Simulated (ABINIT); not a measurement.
Write the native input for ABINIT 10.8.3 (patched build) that does the following.

```yaml
Task: band structure
Functional: PBEsol
Potentials_or_basis: PseudoDojo NC SR PBEsol v0.4.1 standard
Cutoff: 1007 eV
k_mesh: 11 × 11 × 11
Occupations: fermi-dirac, width 0.05 eV
Spin: no spin polarisation
```

The system is W.

```xyz
1
Lattice="0.0000 2.0300 2.0300 2.0300 0.0000 2.0300 2.0300 2.0300 0.0000" Properties=species:S:1:pos:R:3 pbc="T T T"
W     0.0000    0.0000    0.0000
```

This isn't the form of W at room conditions, which is bcc.

One way to write it, as run:

run.abi

```
# Datasets: ground state, then fixed potential
ndtset 2

# Pseudopotentials
pp_dirpath "./"
pseudos "W.upf"

# Structure
acell 2.8708535316 2.8708535316 2.8708535316 Angstrom
rprim
     0.0000000000     0.7071067812     0.7071067812
     0.7071067812     0.0000000000     0.7071067812
     0.7071067812     0.7071067812     0.0000000000
ntypat 1
znucl 74
natom 1
typat 1
xred
     0.0000000000     0.0000000000     0.0000000000

# Plane-wave basis
ecut 37.0

# Exchange and correlation
ixc -116133

# Bands and occupations
occopt 3
tsmear 0.05 eV

# SCF cycle
nstep 100

# Output
iomode 3
prtwf 0
prteig 0
prtebands 0
prtden1 1

# Dataset 1
kptopt1 1
ngkpt1 11 11 11
nshiftk1 1
shiftk1 0.0 0.0 0.0
nband1 11
tolvrs1 1.0e-10

# Dataset 2: bands along G-X-W-K-G-L-U-W-L-K
iscf2 -2
getden2 1
nband2 17
nbdbuf2 4
tolwfr2 1.0e-11
kptopt2 -9
ndivsm2 8
prteig2 1
prtvol2 -3
kptbounds2
     0.0000000000     0.0000000000     0.0000000000
     0.5000000000     0.0000000000     0.5000000000
     0.5000000000     0.2500000000     0.7500000000
     0.3750000000     0.3750000000     0.7500000000
     0.0000000000     0.0000000000     0.0000000000
     0.5000000000     0.5000000000     0.5000000000
     0.6250000000     0.2500000000     0.6250000000
     0.5000000000     0.2500000000     0.7500000000
     0.5000000000     0.5000000000     0.5000000000
     0.3750000000     0.3750000000     0.7500000000
```

Potentials or basis: PseudoDojo NC SR PBEsol v0.4.1 standard.

Run with:

```bash
$ abinit run.abi > log 2>&1
```

It gave:

| Property | Result |
| --- | --- |
| Pressure | -12.6 GPa |
| Band gap on the k mesh | none (metal or under the smearing width) |
| Valence electrons inside the program's atomic spheres | W 10.13 (radii [1.0584] Å) |

Caveat: spin-orbit coupling is left out, which moves the levels of the heavy elements.

It took 45 s on 1 thread of Arm Neoverse V2, with other jobs on the host, peak memory 0.1 GiB.
